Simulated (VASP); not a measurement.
Write the native input for VASP 6.6.1 that does the following.

* Task: relaxation of cell and atoms
* Functional: RPBE
* Potentials or basis: VASP PAW PBE potentials, release 64 (Bi_d)
* Cutoff: 600 eV
* k mesh: 12 × 12 × 12
* Occupations: gaussian, width 0.1 eV
* Spin: no spin polarisation
* Further INCAR settings: ALGO = Normal; EDIFF = 1e-07; IBRION = 2; EDIFFG = -0.005; NSW = 90; ISIF = 3

The structure of Bi lies in POSCAR:

```
Bi
1.0
    2.2675000000      1.3091417400      3.9380000000
   -2.2675000000      1.3091417400      3.9380000000
    0.0000000000     -2.6182834700      3.9380000000
Bi
2
Direct
    0.2340000000      0.2340000000      0.2340000000
    0.7660000000      0.7660000000      0.7660000000
```

One way to write it, as run:

INCAR

```
SYSTEM = Bi
PREC = Accurate
ENCUT = 600
EDIFF = 1E-7
ISMEAR = 0
SIGMA = 0.1
LREAL = .False.
LASPH = .True.
NELM = 100
ALGO = Normal
ISIF = 3
LWAVE = .False.
LCHARG = .False.
GGA = RP
IBRION = 2
NSW = 90
EDIFFG = -0.005
```

KPOINTS

```
Automatic mesh
0
Gamma
  12 12 12
  0 0 0
```

Potentials or basis: VASP PAW PBE potentials, release 64 (Bi_d).

Launch:

```console
$ cat potpaw_PBE.64/Bi_d/POTCAR > POTCAR
$ mpirun -np 1 vasp_std > vasp.out
```

Results of the run:

```json
{"Relaxed volume": "38.94 Å³/atom", "Relaxed cell": "a = 5.010 Å, b = 5.010 Å, c = 5.010 Å, α = 54.67°, β = 54.67°, γ = 54.67°", "Space group after relaxing (to 0.05 Å)": "R-3m (No. 166)", "Energy gained by relaxing": "32.9 meV/atom", "Ionic steps": "14", "Pressure after relaxing": "0.0 GPa", "Band gap on the k mesh": "none (metal or under the smearing width)"}
```

Caveat: the PAW data sets were made with another functional, which shifts forces and pressure a little; spin-orbit coupling is left out, which moves the levels of the heavy elements; the volume moved by +11 % from the deposited cell, more than functionals usually miss.

It took 19 min on 1 thread of Intel(R) Xeon(R) 6975P-C (Granite Rapids), on a shared host, peak memory 0.45 GiB.
